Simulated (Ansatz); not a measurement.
**SiC (Moissanite 6H): equation of state with PBEsol+D4**

Crystal: SiC (Moissanite 6H).

```xyz
12
Lattice="3.0950 0.0000 0.0000 -1.5475 2.6803 0.0000 0.0000 0.0000 15.1700" Properties=species:S:1:pos:R:3 pbc="T T T"
Si    1.5475    0.8934    6.9524
Si    0.0000    1.7869   14.5374
Si    1.5475    0.8934   12.0101
Si    0.0000    1.7869    4.4251
Si    0.0000    0.0000    9.4812
Si    0.0000    0.0000    1.8962
C     1.5475    0.8934    5.0562
C     0.0000    1.7869   12.6412
C     1.5475    0.8934   10.1138
C     0.0000    1.7869    2.5288
C     0.0000    0.0000    7.5850
C     0.0000    0.0000    0.0000
```

| Quantity | Value |
| --- | --- |
| Program | Ansatz 0.2.0 |
| Task | equation of state |
| Functional | PBEsol |
| Dispersion | D4 |
| Potentials or basis | Ansatz PAW |
| Cutoff | 420 eV |
| Density cutoff | 1680 eV |
| k mesh | 10 × 10 × 2 |
| Occupations | fermi-dirac, width 0.05 eV |
| Spin | no spin polarisation |

```yaml
Equilibrium_volume: 10.22 Å³/atom
Bulk_modulus_at_fixed_shape_and_positions: 226 GPa
Pressure_derivative_of_the_bulk_modulus: 3.9
```

Energy against volume, from the lowest point:
```
volume (Å³/atom)  energy (meV/atom)
           9.858               9.45
          10.068               1.45
          10.277               0.00
          10.487               4.44
          10.697              14.25
          10.907              28.87
          11.116              47.86
```

All runs of the series together: 36 s on 2 threads of Arm Neoverse V2 (shared host).

Caveat: the cell was scaled at fixed shape and fractional positions, which overstates the stiffness of a crystal with free parameters, most of all of layers and chains.
